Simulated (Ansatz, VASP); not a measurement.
TiAl in VASP and in Ansatz

Contents of INCAR:

```
SYSTEM = TiAl
PREC = Accurate
ENCUT = 520
EDIFF = 1E-6
ISMEAR = -1
SIGMA = 0.05
LREAL = .False.
LASPH = .True.
NELM = 100
ALGO = Fast
ISIF = 2
LWAVE = .False.
LCHARG = .False.
GGA = PS
NBANDS = 14
```

KPOINTS

```
regular mesh
0
Gamma
  11 11 6
  0 0 0
```

File POSCAR:

```
TiAl
1.0
    2.9049936943      0.0000000000      0.0000000000
   -1.4524968471      2.5157983370      0.0000000000
    0.0000000000      0.0000000000      4.7396437833
Ti Al
1 1
Direct
    0.0000000000      0.0000000000      0.0000000000
    0.3333333333      0.6666666667      0.5000000000
```

File input.yaml:

```yaml
crystal:
  lattice:
    - [2.9049936943, 0.0, 0.0]
    - [-1.4524968471, 2.515798337, 0.0]
    - [0.0, 0.0, 4.7396437833]
  atoms:
    - { symbol: Ti, position: [0.0, 0.0, 0.0] }
    - { symbol: Al, position: [0.3333333333, 0.6666666667, 0.5] }
kpoints:
  mp_grid: { grid: [11, 11, 6] }
scf:
  occupations: { method: fermi_dirac, width: 0.05 }
hamiltonian:
  xc: pbesol
  pseudopotentials: { kind: all_electron, lapw: { basis_error: 0.001 } }
output:
  forces: true
  stress: true
  eigenvalues: true
```

Change from the starting cell: volume scaled by 1.04.

Alike in both runs: task single point; functional PBEsol; k mesh 11 × 11 × 6; occupations fermi-dirac, width 0.05 eV; no spin polarisation.

|  | VASP | Ansatz |
| --- | --- | --- |
| version | VASP 6.6.1 | Ansatz 0.2.0 |
| potentials or method | VASP PAW PBE potentials, release 64 (Ti_sv, Al) | all-electron LAPW, scalar-relativistic |
| plane-wave cutoff (eV) | 520 | see its input |

|  | VASP | Ansatz | Ansatz less VASP |
| --- | --- | --- | --- |
| gap on the k mesh at the Fermi level (eV) | none | none | - |
| pressure (GPa) | -6.5 | -6.5 | -0.02 |
| largest component of the traceless stress (GPa) | 1.43 | 1.48 | +0.053 |

A gap of «none» marks a metal or a gap that the smearing closes. Ansatz ran all-electron here, so the differences hold the error of VASP's frozen core and of both bases.

Caveats: the PAW data sets were made with another functional, which shifts forces and pressure a little (VASP).
